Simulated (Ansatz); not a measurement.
# Minibands of AlN/LiF superlattices, part 3 of 4

How do the layer thicknesses change the gap of AlN/LiF? The crystals are AlN rock salt(001) and LiF rock salt(001), on a common net of side 2.878 Å (+0.0 % and +0.0 % against typed lattice constants near PBE's). Layer spacings come from each crystal relaxed along the normal on that net, and the joins take the mean spacing. The stacks are then relaxed. The first steps treat the bulk crystals alone.

Ansatz 0.2.0; PBE DFT, plane waves, PAW files (the session's first sound run).

So far, gap on path (eV): step 3 (band edges, crystal AlN rock salt(001)) 4.43; step 5 (band edges, crystal LiF rock salt(001)) 8.82; step 7 (band edges of the superlattice, atomic layers of each crystal 2×4, k-mesh 8×8×2) 4.67.

The structure was built from a prototype and need not be the compound's stable phase.

## (9) Relaxing the interfaces, stack AlN 1 / LiF 1, atomic layers of each crystal 1×1

This step: PBE DFT, plane waves, PAW files (Ansatz 0.2.0).

System of this step: AlN (1) / LiF (1). The cell holds 4 atoms: 1 N, 1 Al, 1 F and 1 Li. Cell: a = 2.878 Å, b = 2.878 Å, c = 4.069 Å, α = 90.0°, β = 90.0°, γ = 90.0°. Regions: 0: AlN, 2 atoms (1 N and 1 Al); 1: LiF, 2 atoms (1 F and 1 Li). The structure's axis is c.

The stack is relaxed at a fixed cell, since the spacings at the joins were only estimated. The total length stays as laid.

Input file input.yaml:

```yaml
crystal:
  lattice:
    - [2.878, 0.0, 0.0]
    - [0.0, 2.878, 0.0]
    - [0.0, 0.0, 4.0687858097]
  atoms:
    - { symbol: "N", position: [0.0, 0.0, 0.0] }
    - { symbol: Al, position: [0.5, 0.5, 0.0] }
    - { symbol: F, position: [0.5, 0.5, 0.5] }
    - { symbol: Li, position: [0.0, 0.0, 0.5] }
kpoints:
  mp_grid: { grid: [8, 8, 6] }
scf:
  occupations: { method: fixed }
  max_iter: 120
hamiltonian:
  xc: pbe
output:
  eigenvalues: false
  forces: true
relax:
  f_tol: 0.02
  max_steps: 40
```

Launch:

```
$ ansatz run input.yaml --threads 4 --pin off --max-ram 10240MiB --backend cpu --events-out ev --progress --plain --runs-dir out
```

Numbers of over 12 decimals in the logs are rounded to 6 here.

The log of the run:

```text
[...]
Crystal: 4 atoms, lattice volume = 33.701 Å³
Basis set: ecut = 420 eV, 673 PW (Γ), exchange–correlation on 40×40×60 points (8 copies of the dense FFT grid, shifted against one another)
Bands: 13, of which v1, the nominal top of the filled ones, is band 9 counted from 1 (8 counted from 0)
Symmetry: 16 space group operations
[...]
k-points: 60 of 384
[...]
SCF iter   1: F=—  HF=-1939.107537 eV  |F-HF|=—  |Δ(HF+E_count)|=         —  Δρ=3.12e-3  dr2=3.38e-3  ethr=1.77e-3  ⟨swp⟩=4.2  Hψ=3984  notcnv=0  defer=46
[...]
SCF iter   6: F=-1939.106457 eV  HF=-1939.106457 eV  |F-HF|=3.34e-8  |Δ(HF+E_count)|=   4.52e-7  Δρ=1.32e-5  dr2=3.40e-8  ethr=5.56e-10  ⟨swp⟩=3.0  Hψ=2947  notcnv=0
SCF 1 converged in 6 iterations: F = -1939.106457 eV  dr2 = 3.40e-8
[...]
relax step   1: F+E_penalty+E_count = -1939.10645696 eV  Δ(F+E_penalty+E_count) = +0.000e0 eV  max|allowed force component| = 1.909e-28 eV/Å  Δτ_max = 0.0000 Å  (6 SCF iters, accepted)
SCF converged after 6 iterations
Free energy (F): -1939.106457 eV
[...]
Internal energy: -1939.106457 eV  (E = F + TS)
E sigma→0 (E₀):  -1939.106457 eV
Fermi energy:    7.822818 eV
[...]
--- Relaxed structure (1 steps of the walk, 1 accepted, 0 SCFs on fresh bases) ---
  F+E_penalty+E_count = -1939.10645696 eV   max|allowed force component| = 1.909e-28 eV/Å
  atoms:
    - { symbol: N, position: [0.0, 0.0, 0.0] }
    - { symbol: Al, position: [0.5, 0.5, 0.0] }
    - { symbol: F, position: [0.5, 0.5, 0.500000] }
    - { symbol: Li, position: [0.0, 0.0, 0.500000] }
[...]
```

It took 0.22 s on 4 threads of AMD EPYC 9R45, shared host; peak memory 0.37 GiB; 0.6 s of CPU time.

The forces vanish from the start, and no atom moves.

This step gave:

* free energy: -1939.1065 eV
* Fermi energy: 7.823 eV

The largest force component on a free atom ends at 1.9e-28 eV/Å.

## (10) Band edges of the superlattice, atomic layers of each crystal 1×1, k-mesh 8×8×6

Another period, with its own band edges.

input.yaml, the sections that differ from step 9:

```yaml
kpoints:
  mp_grid: { grid: [8, 8, 6] }
  band_path: { path: [VBM, CBM], npoints: 24 }
output:
  eigenvalues: true
  write_potential: true
  write_density: true
  volumetric_format: npy
# crystal, scf, hamiltonian: as in step 9
# relax: removed
```

The log of the run:

```text
[...]
Crystal: 4 atoms, lattice volume = 33.701 Å³
Basis set: ecut = 420 eV, 673 PW (Γ)
Bands: 13, of which v1, the nominal top of the filled ones, is band 9 counted from 1 (8 counted from 0)
Symmetry: 16 space group operations
[...]
k-points: 60 of 384
[...]
SCF iter   1: F=—  HF=-1939.107545 eV  |F-HF|=—  |Δ(HF+E_count)|=         —  Δρ=3.12e-3  dr2=3.38e-3  ethr=1.77e-3  ⟨swp⟩=4.2  Hψ=3984  notcnv=0  defer=46
[...]
SCF iter   6: F=-1939.106606 eV  HF=-1939.106606 eV  |F-HF|=2.06e-8  |Δ(HF+E_count)|=   4.62e-7  Δρ=1.35e-5  dr2=3.39e-8  ethr=5.56e-10  ⟨swp⟩=3.3  Hψ=3438  notcnv=0
SCF 1 converged in 6 iterations: F = -1939.106606 eV  dr2 = 3.39e-8
[...]
SCF converged after 6 iterations
Free energy (F): -1939.106606 eV
[...]
Internal energy: -1939.106606 eV  (E = F + TS)
E sigma→0 (E₀):  -1939.106606 eV
Fermi energy:    7.822797 eV
[...]
--- Band table (eV; the first three rows and the last of 60) ---
  k-point 0: bands = [... 5 lower, 1.9930, 6.4913, 7.4408, 7.4408, 11.8286, 15.5171, 17.1250, 19.6140]
  k-point 1: bands = [... 5 lower, 2.0097, 6.1757, 7.3991, 7.3991, 12.3065, 15.6650, 17.0994, 19.4864]
  k-point 2: bands = [... 5 lower, 2.0435, 5.5800, 7.3151, 7.3151, 13.3260, 16.0168, 16.8468, 19.5089]
  k-point 59: bands = [... 5 lower, 0.5871, 3.2890, 3.2890, 7.7470, 13.3577, 16.2326, 16.2326, 17.9667]
```

It took 0.52 s on 4 threads; peak memory 0.36 GiB; 1.5 s of CPU time.

Numbers from this step:

* free energy: -1939.1066 eV
* gap on the k-mesh: 3.527 eV
* gap on path: 3.527 eV, by band count; negative where bands overlap
* edge places on path: 0, 1.337 1/A along the path

Electronic bands along the path, in eV, zero at the Fermi level (highest filled level under fixed occupations); v1 is the highest filled band, c1 the lowest empty one:

```tsv
point	v4	v3	v2	v1	c1	c2
VBM	-5.51	-4.09	-0.45	0.00	4.45	7.55
halfway	-6.61	-4.42	-2.43	-0.72	5.94	7.72
CBM	-7.16	-3.70	-3.70	-0.49	3.53	8.24
```

The electronic bands as a text plot (rows in eV, shown from -8.0 to 7.5 only; labels by their first letter):

```
    7.2 |+
    6.6 |
    5.9 |                    ++++++++++++
    5.3 |           +++++++++            ++++
    4.6 |+++++++++++                         +++++++
    4.0 |                                           +++++++
    3.3 |                                                  ++++++
    2.7 |
    2.0 |
    1.4 |
    0.7 |
    0.1 |******
   -0.5 |********************************************************
   -1.2 |             *******
   -1.8 |                    *****
   -2.5 |                         *******
   -3.1 |                                ***********
   -3.8 |****                                     ***************
   -4.4 |    *************************************
   -5.1 |
   -5.7 |********************
   -6.4 |                    *********
   -7.0 |********************************************************
   -7.7 |                         *******************************
         V                                                      C
```

The searched edges give 3.53 eV, as on the mesh.

## (11) Minibands and complex bands along the stacking, atomic layers of each crystal 1×1, k-mesh 8×8×6

This step: PBE DFT, plane waves, PAW files; complex bands by layer matching along the plane's normal (Ansatz 0.2.0).

The whole cell is now the period, so open channels are minibands and Im kz is the decay through the stack.

input.yaml, the sections that differ from step 10:

```yaml
kpoints:
  mp_grid: { grid: [8, 8, 6] }
output:
  eigenvalues: true
  transmission:
    leads: [[0, 0]]
    kpoints: [[0.0, 0.0], [-0.5, -0.5]]
    e_range: [-1.5, 5.03]
    de: 0.09
# crystal, scf, hamiltonian: as in step 10
```

The log of the run:

```text
[...]
Crystal: 4 atoms, lattice volume = 33.701 Å³
Basis set: ecut = 420 eV, 673 PW (Γ)
Bands: 13, of which v1, the nominal top of the filled ones, is band 9 counted from 1 (8 counted from 0)
Symmetry: 16 space group operations
[...]
k-points: 60 of 384
[...]
SCF iter   1: F=—  HF=-1939.107545 eV  |F-HF|=—  |Δ(HF+E_count)|=         —  Δρ=3.12e-3  dr2=3.38e-3  ethr=1.77e-3  ⟨swp⟩=4.2  Hψ=3984  notcnv=0  defer=46
[...]
SCF iter   6: F=-1939.106606 eV  HF=-1939.106606 eV  |F-HF|=2.06e-8  |Δ(HF+E_count)|=   4.62e-7  Δρ=1.35e-5  dr2=3.39e-8  ethr=5.56e-10  ⟨swp⟩=3.3  Hψ=3438  notcnv=0
SCF 1 converged in 6 iterations: F = -1939.106606 eV  dr2 = 3.39e-8
[...]
transmission: 6 of 12 steps passed
transmission: 12 of 12 steps passed
SCF converged after 6 iterations
Free energy (F): -1939.106606 eV
[...]
Internal energy: -1939.106606 eV  (E = F + TS)
E sigma→0 (E₀):  -1939.106606 eV
Fermi energy:    7.822797 eV
[...]
--- Band table (eV; the first three rows and the last of 60) ---
  k-point 0: bands = [... 5 lower, 1.9930, 6.4913, 7.4408, 7.4408, 11.8286, 15.5171, 17.1250, 19.6140]
  k-point 1: bands = [... 5 lower, 2.0097, 6.1757, 7.3991, 7.3991, 12.3065, 15.6650, 17.0994, 19.4864]
  k-point 2: bands = [... 5 lower, 2.0435, 5.5800, 7.3151, 7.3151, 13.3260, 16.0168, 16.8468, 19.5089]
  k-point 59: bands = [... 5 lower, 0.5871, 3.2890, 3.2890, 7.7470, 13.3577, 16.2326, 16.2326, 17.9667]
--- Transmission ---
  basis      : 69 plane waves across, 6 finite elements along
  points     : 2, as listed
[...]
crystal 0  : N1Al1F1Li1, at the sites [0, 0], period 4.0688 Å: whole cells are its period
[...]
channels       : 0.000000e0 a spin
[...]
slowest decay  : 0.4182 /Å at (0.0000, 0.0000)
```

It took 0.68 s on 4 threads; peak memory 0.41 GiB; 2.4 s of CPU time.

Numbers from this step:

```
decay constant at the filling level, zone centre          : 0.4182 Å⁻¹
decay constant at the filling level, slowest listed point : 0.4182 Å⁻¹
```

Lower lead, k parallel (0, 0); values up to 1.5 1/Å, a degenerate pair printed once or twice; energies at which all values exceed this have no row. Im kz of the slowest decaying states against energy, zero at the highest filled level on the SCF mesh:

```tsv
energy (eV)	decay 1 (Å⁻¹)	decay 2 (Å⁻¹)	decay 3 (Å⁻¹)	decay 4 (Å⁻¹)
-1.500	0.777	1.15	-	-
-0.960	0.245	0.601	1.14	-
-0.510	0.336	1.13	-	-
0.030	0.394	0.606	1.12	-
0.480	0.419	0.766	1.11	1.46
1.020	0.430	0.875	1.10	1.41
1.470	0.426	0.937	1.09	1.37
2.010	0.406	0.993	1.08	1.31
2.460	0.377	1.03	1.08	1.26
3.000	0.322	1.07	1.07	1.20
3.540	0.232	1.06	1.10	1.14
3.990	0.0439	1.05	1.08	1.12
4.530	1.01	1.04	1.14	1.45
```

Lower lead, k parallel (-0.5, -0.5); values up to 1.5 1/Å, a degenerate pair printed once or twice; energies at which all values exceed this have no row. Table of Im kz of the slowest decaying states by energy, zero at the highest filled level on the SCF mesh:

```tsv
energy (eV)	decay 1 (Å⁻¹)	decay 2 (Å⁻¹)	decay 3 (Å⁻¹)
-1.5000	0.622	0.624	0.700
-1.2300	0.558	0.642	0.690
-0.9600	0.469	0.660	0.680
-0.7800	0.385	0.670	0.672
-0.5100	0.117	0.659	0.683
-0.2400	0.645	0.695	-
0.0300	0.238	0.629	0.705
0.2100	0.367	0.617	0.711
0.4800	0.476	0.599	0.718
0.7500	0.547	0.579	0.724
1.0200	0.556	0.600	0.729
1.2900	0.532	0.641	0.733
1.4700	0.514	0.664	0.735
1.7400	0.485	0.694	0.736
2.0100	0.452	0.719	0.737
2.2800	0.415	0.737	0.740
2.4600	0.387	0.737	0.752
2.7300	0.339	0.735	0.769
3.0000	0.279	0.733	0.784
3.2700	0.198	0.730	0.796
3.5400	0.726	0.807	-
3.7200	0.723	0.814	-
3.9900	0.717	0.823	-
4.2600	0.711	0.831	-
4.5300	0.704	0.837	-
4.7100	0.699	0.841	-
```

At the listed wavevectors the last open channel is at -0.15 eV and the next at +3.54 eV on the grid. At +1.74 eV, the grid energy nearest the filling level (the middle of the gap on the SCF mesh), the slowest state at the listed wavevectors decays with κ = 0.418 Å⁻¹, its amplitude falling by e over 2.4 Å.

## (12) Relaxing the interfaces, stack AlN 4 / LiF 2, atomic layers of each crystal 4×2

This step: PBE DFT, plane waves, PAW files (Ansatz 0.2.0).

System of this step: AlN (4) / LiF (2). The cell holds 12 atoms: 4 N, 4 Al, 2 F and 2 Li. Its edges and angles: a = 2.878 Å, b = 2.878 Å, c = 12.208 Å, α = 90.0°, β = 90.0°, γ = 90.0°. Regions: 0: AlN, 8 atoms (4 N and 4 Al); 1: LiF, 4 atoms (2 F and 2 Li). The structure's axis is c.

The stack is relaxed at a fixed cell, since the spacings at the joins were only estimated. The total length stays as laid.

Input file input.yaml:

```yaml
crystal:
  lattice:
    - [2.878, 0.0, 0.0]
    - [0.0, 2.878, 0.0]
    - [0.0, 0.0, 12.2084423833]
  atoms:
    - { symbol: "N", position: [0.0, 0.0, 0.0] }
    - { symbol: Al, position: [0.5, 0.5, 0.0] }
    - { symbol: "N", position: [0.5, 0.5, 0.1667235932] }
    - { symbol: Al, position: [0.0, 0.0, 0.1667235932] }
    - { symbol: "N", position: [0.0, 0.0, 0.3334471865] }
    - { symbol: Al, position: [0.5, 0.5, 0.3334471865] }
    - { symbol: "N", position: [0.5, 0.5, 0.5001707797] }
    - { symbol: Al, position: [0.0, 0.0, 0.5001707797] }
    - { symbol: F, position: [0.0, 0.0, 0.6668089831] }
    - { symbol: Li, position: [0.5, 0.5, 0.6668089831] }
    - { symbol: F, position: [0.5, 0.5, 0.8333617966] }
    - { symbol: Li, position: [0.0, 0.0, 0.8333617966] }
kpoints:
  mp_grid: { grid: [8, 8, 2] }
scf:
  occupations: { method: fixed }
  max_iter: 120
hamiltonian:
  xc: pbe
output:
  eigenvalues: false
  forces: true
relax:
  f_tol: 0.02
  max_steps: 40
```

The log of the run:

```text
[...]
Crystal: 12 atoms, lattice volume = 101.121 Å³
Basis set: ecut = 420 eV, 1973 PW (Γ), exchange–correlation on 40×40×180 points (8 copies of the dense FFT grid, shifted against one another)
Bands: 38, of which v1, the nominal top of the filled ones, is band 26 counted from 1 (25 counted from 0)
Symmetry: 16 space group operations
[...]
k-points: 30 of 128
[...]
- { symbol: N, position: [0.5, 0.5, 0.167837] }
    - { symbol: Al, position: [0, 0, 0.167007] }
    - { symbol: N, position: [0, 0, 0.332334] }
    - { symbol: Al, position: [0.5, 0.5, 0.333164] }
    - { symbol: N, position: [0.5, 0.5, 0.499562] }
    - { symbol: Al, position: [0, 0, 0.495773] }
    - { symbol: F, position: [0, 0, 0.669519] }
    - { symbol: Li, position: [0.5, 0.5, 0.665634] }
    - { symbol: F, position: [0.5, 0.5, 0.830652] }
    - { symbol: Li, position: [0, 0, 0.834537] }
[...]
[key lines of the parts left out:]
SCF converged after 5 iterations
Free energy (F): -5727.253744 eV
Fermi energy:    8.875894 eV
```

Run time: 2.5 s. Hardware: 4 threads; peak memory 0.53 GiB; 8.7 s of CPU time.

Relaxation path:

```tsv
step	energy less that of the first step (eV)	largest force component (eV/Å)
1	0.0000	1.0417
2	-0.0473	0.5315
3	-0.0695	0.0932
4	-0.0715	0.0566
5	-0.0721	0.0208
6	-0.0722	0.0008
```

The run keeps the 16 symmetry operations that it works with, so distortions that break them were not tested.

The atoms that moved most (Å):

```tsv
atom	dx	dy	dz	length
Al8	0.000	0.000	-0.054	0.054
Al2	0.000	0.000	0.054	0.054
F9	0.000	0.000	0.033	0.033
F11	0.000	0.000	-0.033	0.033
Li12	0.000	0.000	0.014	0.014
Li10	0.000	0.000	-0.014	0.014
N3	0.000	0.000	0.014	0.014
N5	0.000	0.000	-0.014	0.014
```

Final coordinates:

```xyz
12
Lattice="2.8780 0.0000 0.0000 0.0000 2.8780 0.0000 0.0000 0.0000 12.2084" Properties=species:S:1:pos:R:3 pbc="T T T"
N     0.0000    0.0000    0.0074
Al    1.4390    1.4390    0.0537
N     1.4390    1.4390    2.0490
Al    0.0000    0.0000    2.0389
N     0.0000    0.0000    4.0573
Al    1.4390    1.4390    4.0674
N     1.4390    1.4390    6.0989
Al    0.0000    0.0000    6.0526
F     0.0000    0.0000    8.1738
Li    1.4390    1.4390    8.1264
F     1.4390    1.4390   10.1410
Li    0.0000    0.0000   10.1884
```

The largest force component on a free atom ends at 8.4e-4 eV/Å.

(Continued in part 4 of 4.)

[Logs are printed without paths, hosts, clocks, repeated set-up lines and the standing remarks that a program may print on its own settings, such as how far it seeks lower states.]

[Hosts, paths, dates, database ids (printed as entryN), source tags and the programs' standing remarks are cut or masked in the printed files.]
